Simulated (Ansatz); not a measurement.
# ZnS (P6_3mc): equation of state

The task here is to estimate one member of a computed series from the others.

Method: DFT PBE, scalar-relativistic, plane waves, PAW, in Ansatz 0.2.0.

2 further runs of the same task are left out: 2 set aside as unsound or not needed. Runs told in other sessions of the task aren't counted.

**The structure to begin with**

It takes space group P6_3mc (No. 186, hexagonal). The conventional cell has a = 3.846 Å, b = 3.846 Å, c = 6.304 Å, α = 90.00°, β = 90.00°, γ = 120.00°. Around Zn (site symmetry 3m) lie 4 S at 2.36 Å. S (site symmetry 3m) has 4 Zn at 2.36 Å in its first shell of neighbours.

As a file:

```
Zn S
1.0
     3.84575    0.00000    0.00000
    -1.92287    3.33051    0.00000
     0.00000    0.00000    6.30438
Zn S
2 2
Direct
  0.33333 0.66667 0.00520
  0.66667 0.33333 0.50520
  0.33333 0.66667 0.37980
  0.66667 0.33333 0.87980
```

This cell comes from an earlier session at PBE: 20.187 Å³/atom at -0.01 GPa, on a 10×10×6 mesh.

Volume factors to run: 0.980, 1.020, 0.960, 1.040.

The first run:

The input, input.yaml:

```yaml
crystal:
  lattice:
    - [3.8199361167, 0.0, 0.0]
    - [-1.9099680583, 3.3081617179, 0.0]
    - [0.0, 0.0, 6.2620631556]
  atoms:
    - { symbol: Zn, position: [0.3333333333, 0.6666666667, 0.0052019376] }
    - { symbol: Zn, position: [0.6666666667, 0.3333333333, 0.5052019376] }
    - { symbol: S, position: [0.3333333333, 0.6666666667, 0.3797980624] }
    - { symbol: S, position: [0.6666666667, 0.3333333333, 0.8797980624] }
basis:
  ecutwfc: 420
  ecutrho_ratio: 4
kpoints:
  mp_grid: { grid: [10, 10, 6] }
hamiltonian:
  xc: pbe
scf:
  occupations: { method: gaussian, width: 0.05 }
output:
  forces: true
  stress: true
  eigenvalues: true
relax:
  f_tol: 0.01
  max_steps: 40
  cell: { stress_tol: 0.1, fix: [volume] }
```

Started as:

```console
ansatz run input.yaml --threads 4 --pin off --max-ram 7168MiB --backend cpu --events-out ev --progress --plain --runs-dir out
```

Steps of the session up to this table: Scaling the volume by 0.980; At 1.020 of the relaxed volume; At 0.960 of the relaxed volume; Scaling the volume by 1.040.

One table of the session follows, with a row left open; its other results are not shown here.

It belongs to the step «Energy and pressure against volume». 

```
volume (Å³/atom)  energy (meV/atom)  pressure (GPa)  gap (eV)
          19.380               7.46            3.08      2.26
          19.783                  ?               ?         ?
          20.187               0.00           -0.01      2.08
          20.591               1.70           -1.32      1.99
          20.995               6.53           -2.50      1.91
```

**Question.** Estimate the row for volume (Å³/atom) = 19.783.

Worked estimate for «energy (meV/atom)». A straight line through the neighbours (19.380, 7.46) and (20.187, 0.00) gives 7.46 + (0.00 − 7.46) × (19.783 − 19.380) / (20.187 − 19.380) = 3.73; a parabola fitted to 3 rows on both sides gives 1.93.

The run gave: energy (meV/atom): 1.78; pressure (GPa): 1.45; gap (eV): 2.17. In «energy (meV/atom)» the line misses by +1.95 and the parabola by +0.15.
